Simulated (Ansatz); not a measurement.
TiSe:

```xyz
2
Lattice="3.4034 0.0000 0.0000 0.0000 3.4034 0.0000 0.0000 0.0000 3.4034" Properties=species:S:1:pos:R:3 pbc="T T T"
Ti    0.0000    0.0000    0.0000
Se    1.7017    1.7017    1.7017
```

The cell comes from a database or a generator and needn't be the stable form of this composition.

```yaml
Program: Ansatz 0.2.0
Task: relaxation of cell and atoms
Functional: B3LYP
Potentials_or_basis: Ansatz PAW
Cutoff: "420 eV (not typed: the program's choice for these potentials)"
k_mesh: 4 × 4 × 4
Occupations: fermi-dirac, width 0.05 eV
Spin: no spin polarisation
```

At the start: volume 19.71 Å³/atom.

**Question.** Where does the relaxation end?

**Answer.** It ends after 5 steps and the volume is 17.07 Å³/atom (-13.4 %); space group Pm-3m (No. 221, to 0.05 Å).

Step by step:
```tsv
step	energy change (eV)	largest force (eV/Å)	volume (Å³)
1	0.0000	0.0000	39.42
2	-0.2157	0.0000	33.93
3	-0.2161	0.0000	34.19
4	-0.2161	0.0000	34.13
5	-0.2151	0.0000	34.13
```

Final structure:
```
Ti Se
1.0
     3.24383    0.00000    0.00000
     0.00000    3.24383    0.00000
     0.00000    0.00000    3.24383
Ti Se
1 1
Direct
  0.00000 0.00000 0.00000
  0.50000 0.50000 0.50000
```

Caveat: the k mesh is coarse (spacing up to 0.46 Å⁻¹), so the values aren't converged, least of all with exact exchange; the plane-wave basis is chosen anew once the cell has moved, so the energies of steps on either side of that aren't comparable; the PAW data sets come from PBE, with cores solved anew for the run's functional, which leaves a small shift of forces and pressure.
